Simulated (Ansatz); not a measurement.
Slab: Mo, a slab with vacuum.

```xyz
6
Lattice="2.8496 0.0000 0.0000 0.0000 2.8496 0.0000 0.0000 0.0000 25.0750" Properties=species:S:1:pos:R:3 pbc="T T T"
Mo    1.4248    1.4248    7.5000
Mo    0.0000    0.0000    9.5150
Mo    1.4248    1.4248   11.5300
Mo    0.0000    0.0000   13.5450
Mo    1.4248    1.4248   15.5600
Mo    0.0000    0.0000   17.5750
```

The cell isn't the ideal one: the (1 0 0) slab of Mo, cut from the database cell, not relaxed.

A run of Ansatz 0.2.0 on this cell left the log below. Logs are shortened: lines on timing, memory, paths and dates and some standing lists are left out, and cuts for length are marked.

```text
Warning: RAYON_NUM_THREADS=4 ignored (pool sized by the plan → 4); use --threads N
Engine: ansatz 0.2.0, x86_64-unknown-linux-gnu
Pseudopotentials: kind: paw
Pseudopotential: Mo, paw, valence charge 14, recommended cutoff 420 eV (normal), Mo.paw.azcp
Functional definition: PBE
  parameter kappa = 0.804
  parameter beta = 0.06672455060314922
  exchange = pbe_x(kappa = kappa, mu = beta*pi^2/3)
  correlation = pbe_c(beta = beta)
Crystal: 6 atoms, lattice volume = 203.620 Å³
Basis set: ecut = 420 eV, 3991 PW (Γ), exchange–correlation on 40×40×360 points (8 copies of the dense FFT grid, shifted against one another)
Bands: 51, of which v1, the nominal top of the filled ones, is band 42 counted from 1 (41 counted from 0)
Symmetry: 8 space group operations
k-points: 15 of 81
Non-local potential: Mo, projectors of the file, l = 0: 3, l = 1: 2, l = 2: 2, l = 3: 1
PAW form: soft (Blöchl's): semilocal exchange-correlation on the pseudo side does not see the compensation charge
PAW one-centre angular grid: Mo, 590 points (default); XC on 64 Gauss nodes
Initial density: superposition of atomic densities (neutral atoms: chi_scale 0, normalization atom), corrected by the library's trained network
Initial wavefunctions: pseudopotential atomic-orbital guess
Functional: x = pbe(κ = 0.804, μ = 0.2195149727645171), c = pbe(β = 0.06672455060314922)
[... 73 lines left out ...]
  E_closure    = -0.000000  (closes the sum)
  Σ components = -29730.827291   (vs F -29730.827291, Δ=0.00e0)
--- Forces (eV/Å), atoms counted from 1 ---
  atom   1  Mo     0.00000000     0.00000000     0.52772970
  atom   2  Mo    -0.00000000     0.00000000    -0.21893863
  atom   3  Mo    -0.00000000     0.00000000    -0.31413603
  atom   4  Mo     0.00000000     0.00000000     0.00361201
  atom   5  Mo     0.00000000     0.00000000    -0.01168987
  atom   6  Mo    -0.00000000     0.00000000     0.01338126
  max |Σ_I F_I| component: 4.16e-5 eV/Å
--- Band table (eV; the first three rows and the last of 15) ---
  k-point 0: bands = ["-53.4892", "-53.3935", "-53.3646", "-53.2884", "-53.1805", "-53.0816", "-27.9467", "-27.8463", "-27.6089", "-27.3371", "-27.2527", "-27.2527", "-27.1967", "-27.1967", "-27.0882", "-27.0882", "-27.0622", "-26.9965", "-26.9965", "-26.8673", "-26.8673", "-26.7939", "-26.7358", "-26.7358", "0.8906", "1.7091", "2.5037", "2.7246", "3.0145", "3.0999", "3.2945", "3.5692", "4.2256", "5.0998", "5.9006", "6.5951", "6.6652", "6.6652", "6.7619", "6.9055", "7.1905", "7.1905", "8.0289", "8.0289", "8.1836", "8.3878", "9.1388", "9.1676", "9.1676", "9.2115", "9.4470"]
  k-point 1: bands = ["-53.4764", "-53.3785", "-53.3563", "-53.2797", "-53.1765", "-53.0820", "-27.9145", "-27.8368", "-27.6441", "-27.4261", "-27.2982", "-27.2543", "-27.2354", "-27.1784", "-27.1644", "-27.1158", "-27.0779", "-26.9933", "-26.9889", "-26.9480", "-26.8683", "-26.7992", "-26.7667", "-26.7432", "1.2038", "1.9824", "2.7450", "2.9533", "3.2510", "3.3591", "3.5192", "3.8115", "4.4355", "5.2259", "5.9223", "6.4097", "6.5086", "6.7333", "6.7587", "6.8880", "7.1700", "7.4032", "7.6322", "7.8123", "7.9048", "8.3456", "8.6308", "8.8921", "9.0291", "9.1967", "9.2761"]
  k-point 2: bands = ["-53.4430", "-53.3447", "-53.3306", "-53.2554", "-53.1671", "-53.0860", "-27.8483", "-27.8219", "-27.7595", "-27.6259", "-27.4506", "-27.4201", "-27.2686", "-27.2515", "-27.1896", "-27.1263", "-27.0935", "-27.0518", "-27.0210", "-26.9854", "-26.8732", "-26.8570", "-26.7938", "-26.7667", "2.0175", "2.5831", "3.2275", "3.3030", "3.6224", "3.7602", "4.1290", "4.5993", "5.3085", "5.8333", "5.8928", "6.1334", "6.2246", "6.7384", "6.8546", "6.9285", "7.0401", "7.1251", "7.3182", "7.3757", "7.8049", "7.8708", "8.0900", "8.2385", "8.5425", "8.6668", "9.4050"]
  k-point 14: bands = ["-53.3033", "-53.2539", "-53.1772", "-53.1073", "-53.0840", "-53.0731", "-27.9260", "-27.9188", "-27.8578", "-27.8521", "-27.7061", "-27.6791", "-27.5588", "-27.5096", "-27.4704", "-27.4004", "-27.3492", "-27.3407", "-27.3242", "-27.2134", "-27.1782", "-27.1631", "-27.1563", "-27.1361", "2.6949", "2.7141", "3.2632", "3.3463", "3.3666", "3.4940", "3.9181", "4.0161", "4.1071", "4.2193", "5.0345", "5.0720", "6.3709", "6.4907", "7.9316", "8.1224", "8.7234", "8.8820", "9.6401", "9.7167", "9.9344", "10.0777", "10.4011", "10.6455", "10.8227", "11.3991", "11.4036"]
--- Relaxed structure (4 steps of the walk, 4 accepted, 0 SCFs on fresh bases) ---
  F+E_penalty+E_count = -29730.82729070 eV   max|allowed force component| = 1.338e-2 eV/Å
  atoms:
    - { symbol: Mo, position: [0.5, 0.5, 0.2991026919] }
    - { symbol: Mo, position: [0.0, 0.0, 0.37946161519999994] }
    - { symbol: Mo, position: [0.5, 0.5, 0.4598205384] }
    - { symbol: Mo, position: [-1.6896254637192812e-35, 0.0, 0.5378508844041053] }
    - { symbol: Mo, position: [0.5, 0.5, 0.6151323482048302] }
    - { symbol: Mo, position: [-1.0177353379121608e-34, 0.0, 0.6900091584406656] }
```

Problem. Write the input and the command behind it.

Solution. Relaxation of the atoms with PBE, no spin polarisation. The files as run (others can give the same):

input.yaml
```yaml
crystal:
  lattice:
    - [2.8496403282, 0.0, 0.0]
    - [0.0, 2.8496403282, 0.0]
    - [0.0, 0.0, 25.075]
  atoms:
    - { symbol: Mo, position: [0.5, 0.5, 0.2991026919] }
    - { symbol: Mo, position: [0.0, 0.0, 0.3794616152] }
    - { symbol: Mo, position: [0.5, 0.5, 0.4598205384] }
    - { symbol: Mo, position: [0.0, 0.0, 0.5401794616] }
    - { symbol: Mo, position: [0.5, 0.5, 0.6205383848] }
    - { symbol: Mo, position: [0.0, 0.0, 0.7008973081] }
hamiltonian:
  xc: pbe
  pseudopotentials: { kind: paw }
kpoints:
  mp_grid: { grid: [9, 9, 1] }
scf:
  occupations: { method: fermi_dirac, width: 0.05 }
output:
  forces: true
  eigenvalues: true
relax:
  f_tol: 0.02
  max_steps: 40
  constraints: [{ sites: [0, 1, 2] }]
efield:
  axis: 3
  dipole_correction: true
  ramp_width: 0.04
```

Potentials or basis: Ansatz PAW.
Command:
```console
$ ansatz run input.yaml --threads 4 --pin off --max-ram 11264MiB --backend cpu --events-out ev --progress --plain --runs-dir out
```
